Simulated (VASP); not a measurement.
**KF (strained CsCl): one PBE single-point calculation in two programs**

```
CELL_PARAMETERS angstrom
3.10512 0.00000 0.00000
0.00000 3.10512 0.00000
0.00000 0.00000 3.17887
ATOMIC_POSITIONS crystal
K 0.00000 0.00000 0.00000
F 0.50000 0.50000 0.50000
```

The two codes use different PAW datasets and cutoffs. VASP's cell holds 16 valence electrons and Ansatz's 16. Ansatz's stress includes a Pulay correction; VASP's doesn't.

Cutoffs: 520 eV in VASP, 420 eV in Ansatz. k meshes: 8×8×8 and 8×8×8.

```csv
,VASP,Ansatz
gap between bands v and c,7.14 eV,7.16 eV
least direct gap,7.16 eV,7.18 eV
pressure,5.5 GPa,5.4 GPa
```

Band v is the last that the valence electrons fill when counted band by band, and c is the next. Levels in eV from the top of v, Ansatz:

```csv
point,v−1,v,c,c+1
Γ,-0.02,-0.02,7.16,8.37
X,-0.31,-0.18,9.53,10.23
M,-0.67,-0.09,8.63,9.46
R,-1.30,-1.28,10.77,11.05
```

VASP:

| point | v−1 | v | c | c+1 |
| --- | --- | --- | --- | --- |
| Γ | -0.03 | -0.03 | 7.14 | 8.36 |
| X | -0.31 | -0.19 | 9.53 | 10.22 |
| M | -0.67 | -0.09 | 8.61 | 9.45 |
| R | -1.30 | -1.28 | 10.79 | 11.07 |
